Question: Five functionals, five sizes of the same crystal. How do I tell which ones are failing?

I relaxed a hexagonal close-packed cell of iridium with five density functionals and got the volumes below. "Volume change" is counted from the cell I put in, and "relaxed length a, b, c" are the cell edges afterwards. Every run finished cleanly. PBEsol hardly changes the volume, so I am tempted to call it the accurate one and the others wrong. I had also expected the results to settle down as I climbed from LDA through the gradient-corrected functionals to r2SCAN, and they don't. Is there a failure here, can I see it without a measured value, and where does it come from?

VASP 6.6.1, plane-wave DFT with PAW potentials: hexagonal close-packed iridium (2 atoms per cell), cell and atoms relaxed without spin polarisation, spin-orbit coupling or dispersion correction. Cutoff 600 eV, 18 × 18 × 10 k mesh, Gaussian smearing of 0.1 eV. Volume changes are relative to the starting cell (14.20 Å³ per atom).

```
functional                            potentials  volume change (%)  relaxed length a (Å)  relaxed length c (Å)
       LDA  VASP-PAW-LDA-potentials,-recommended             -1.480               2.71130                 4.395
       PBE  VASP-PAW-PBE-potentials,-recommended              2.720               2.74950                 4.456
    PBEsol  VASP-PAW-PBE-potentials,-recommended             -0.360               2.72140                 4.412
      RPBE  VASP-PAW-PBE-potentials,-recommended              3.930               2.76050                 4.473
    r2SCAN  VASP-PAW-PBE-potentials,-recommended              1.090               2.73490                 4.432
```

Answer:

There is a failure, and you can put a lower limit on it without any measurement. The magnitudes worth remembering are a disagreement of about 5% in volume, or nearly 2% in each cell edge. Squeezing the crystal by that much would take about 20 GPa. Yet over that range of volumes the energy curves of the two most distant functionals drift apart by only about a tenth of an electronvolt per atom.

Start with the two extremes. LDA gives 13.99 Å³ per atom and RPBE gives 14.76 Å³. They describe the same crystal, so they cannot both be right. The most favourable place for the true volume is halfway between them, and even then each would miss it by 2.7%. Wherever the true value lies, at least one row is wrong by that much or more.

This argument proves that an error exists, but it does not name the culprit. The small volume change of PBEsol cannot name it either, because your starting cell is an input and not a measured crystal. It even hides a change of shape: PBEsol lengthens a by 0.12% and shortens c by 0.60%, and in the volume the longer a makes up for part of the shorter c. A small change from the start tells you that the guess was close to that functional's own answer.

The shape also shows what kind of failure this is. The start had the ratio c/a of ideally packed spheres, 1.633, and all five functionals reduce it to about 1.62. Among themselves they differ in this ratio by only 0.05%. They therefore agree on the proportions of the crystal and disagree on its scale, as if each one put the same crystal under a different uniform pressure. Their agreement on c/a is no proof that the value is right, since they could share an error.

Could the runs simply have stopped too early? The largest pressure left in any relaxed cell is 0.04 GPa, which corresponds to about 0.01% in volume. The disagreement is hundreds of times larger. A well-converged run has found the minimum of its own energy curve, and the trouble is that each functional draws a different curve.

To see why, follow PBEsol, PBE and RPBE. All three are generalised gradient approximations: they compute the exchange-correlation energy at each point from the electron density and from how steeply it varies there. They were run with the same potentials and the same numerical settings, and they differ in how strongly the energy responds to that steepness. The shared potentials were generated for PBE, so PBEsol and RPBE, like r2SCAN, use atomic cores that were not made with their own functional; the effect of this is usually small but was not tested here. These three alone cover 4.3 of the 5.4 percentage points between LDA and RPBE. Most of the spread thus arises within a single rung of the ladder, and r2SCAN, from the rung above, falls between PBEsol and PBE.

The physical link between steepness and size is this. When the atoms of a metal move apart, the density between them thins out while the density near each atom stays high, so the density becomes less uniform. A functional that lowers the energy more strongly for a non-uniform density gives the stretched crystal a larger bonus. Its energy minimum then moves to a larger volume. This is the standard theoretical explanation; the table gives the resulting volumes but does not split the energies into such parts.

The order of the three rows fits it. PBEsol has a weaker gradient dependence than PBE, and its cell is smaller by 3.1 points. In the limit of gently varying density RPBE behaves as PBE does, but its exchange energy responds more strongly where the variation is moderate. That change alone adds another 1.2 points. Experience with the late 5d metals is that PBE, and RPBE even more, tends to make their cells too large. LDA ignores gradients altogether and gives the smallest cell, in line with its well-known tendency to bind too strongly, although it was also run with its own set of potentials, whose separate effect was not tested.

The deeper cause is that a gradient approximation has only two pieces of local information, the density and its slope. The gradient dependence that suits the slowly varying density of many solids is weaker than the one that gives good energies for free atoms. PBEsol leans towards the first requirement and PBE towards the second, and no single choice meets both. r2SCAN also uses the kinetic-energy density, which helps it to distinguish kinds of bonding. Why it lands just where it does for iridium cannot be derived from these results.

It remains to explain how a modest change in the functional can move the volume so visibly. Let E(V) be the energy per atom in one functional, with its minimum at the volume V₀, and let D(V) be what a second functional adds to it. A constant D shifts the whole curve and leaves the minimum in place, so only the slope of D matters. Near the minimum the slope of E is B(V − V₀)/V₀, where B is the stiffness against compression. The second functional has its minimum where the two slopes cancel:

(V − V₀)/V₀ = −(dD/dV)/B

The quantity −dD/dV is a pressure, the push that the second functional exerts relative to the first. The softer the crystal, the further a given push moves it.

The stiffness can be estimated from the PBE relaxation. It released ΔE = 0.0122 eV per atom while the cell grew by 2.72% of its starting volume, which is x = 0.0272/1.0272 = 0.0265 of the final volume. For a parabolic energy curve, with V₀ = 14.59 Å³,

B = 2ΔE/(V₀x²) = 2 × 0.0122/(14.59 × 0.0265²) ≈ 2.4 eV/Å³ ≈ 380 GPa

The same steps for RPBE give about 360 GPa. Both values are rough, because the released energy includes a little change of shape and because a real crystal stiffens as it is compressed.

With the mean stiffness, about 370 GPa, the step from LDA to RPBE becomes a pressure:

P ≈ B ln(14.76/13.99) ≈ 370 GPa × 0.054 ≈ 20 GPa

In atomic terms this is about 0.12 eV/Å³. Over the 0.77 Å³ that separate the two volumes, the energies of the two functionals drift apart by roughly 0.1 eV per atom. Binding an iridium atom into the metal involves several electronvolts, so the drift is only a small fraction of the bond energy. The estimate translates a volume difference into pressure and energy; it does not predict which functional gives the larger cell. That part rests on the gradient argument.

So don't pick a winner from this table. Run two functionals with clearly different gradient dependence, such as PBEsol and PBE, and treat half their difference as the least error that one of them must have. The real error can be larger, because both may miss on the same side. To decide between them you need a measured lattice, and here that takes some care: iridium is face-centred cubic in nature, and the calculations leave out spin-orbit coupling and the motion of the atoms, both zero-point and thermal. Both omissions are common to all five rows, so they matter for the comparison with experiment but do not explain why the functionals disagree with one another.

The printed analysis below lists the shape changes, the steps between functionals and the two stiffness estimates.

Numerical output:

```
Shape and size after relaxation:
     row  volume per atom (A^3)  change of a (%)  change of c (%)    c/a  contact between layers (A)
     LDA                  13.99          -0.2502          -0.9845  1.621                       2.698
     PBE                  14.59            1.155           0.3898  1.621                       2.736
  PBEsol                  14.15           0.1214          -0.6015  1.621                       2.708
    RPBE                  14.76             1.56           0.7727   1.62                       2.746
  r2SCAN                  14.35           0.6181          -0.1509  1.621                       2.721
c/a of the start cell: 1.633
spread of c/a over the five functionals (%): 0.05342
spread of volume change, LDA to RPBE (points): 5.41
least possible value of the largest volume error among the rows (%): 2.677
the same for the length a (%): 0.8992
step LDA to PBEsol (points): 1.12
step PBEsol to r2SCAN (points): 1.45
step r2SCAN to PBE (points): 1.63
step PBE to RPBE (points): 1.21
step PBEsol to PBE (points): 3.08
spread within the three GGAs, PBEsol to RPBE (points): 4.29
share of the GGA spread in the whole spread (%): 79.3
energy released by relaxation, PBE (meV per atom): 12.23
energy released by relaxation, RPBE (meV per atom): 24.08
rough stiffness from the PBE relaxation (GPa): 382.5
rough stiffness from the RPBE relaxation (GPa): 363.5
pressure equivalent to the LDA to RPBE spread (GPa): 19.98
volume error from the largest residual pressure (%): 0.009961
```
